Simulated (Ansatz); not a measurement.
Input and command of a plane-wave DFT calculation in Ansatz:

```yaml
crystal:
  lattice:
    - [2.898413665, 0.0, 0.0]
    - [-1.4492068325, 2.5100998646, 0.0]
    - [0.0, 0.0, 26.0690297691]
  atoms:
    - { symbol: C, position: [0.6666666667, 0.3333333333, 0.3260573974] }
    - { symbol: W, position: [0.0, 0.0, 0.3802905609] }
    - { symbol: C, position: [0.6666666667, 0.3333333333, 0.4345237244] }
    - { symbol: W, position: [0.0, 0.0, 0.4885334814] }
    - { symbol: C, position: [0.6666666667, 0.3333333333, 0.5438982412] }
    - { symbol: W, position: [0.0, 0.0, 0.5957336448] }
    - { symbol: C, position: [0.5, 1.0, 0.6686170631] }
basis:
  ecutwfc: 420
kpoints:
  mp_grid: { grid: [12, 12, 1] }
hamiltonian:
  xc: pbesol
scf:
  occupations: { method: gaussian, width: 0.1 }
output:
  forces: true
  eigenvalues: true
  write_density: true
  write_potential: true
  elf: true
  volumetric_format: npy
relax:
  adjacent_minimum: "off"
  f_tol: 0.03
  max_steps: 70
  constraints: [{ sites: [0, 1, 2] }]
efield:
  axis: 3
  dipole_correction: true
  ramp_width: 0.04
```

```bash
ansatz run input.yaml --threads 1 --pin off --max-ram 2560MiB --backend cpu --events-out ev --progress --plain --runs-dir out
```

Processor: AMD EPYC 7R43 64-Core Processor (Zen 3), 1 thread, on a host shared with other jobs.

How long does it run, and how much memory does it take?

About 4.3 min on 1 thread of AMD EPYC 7R43 64-Core Processor (Zen 3), with other jobs on the host, peak memory 0.57 GiB. It solves 36 bands at 43 k points (the mesh reduced by the symmetry that the task leaves, which can be less than the crystal's) with about 3699 plane waves, in 58 SCF iterations over 10 ionic steps.
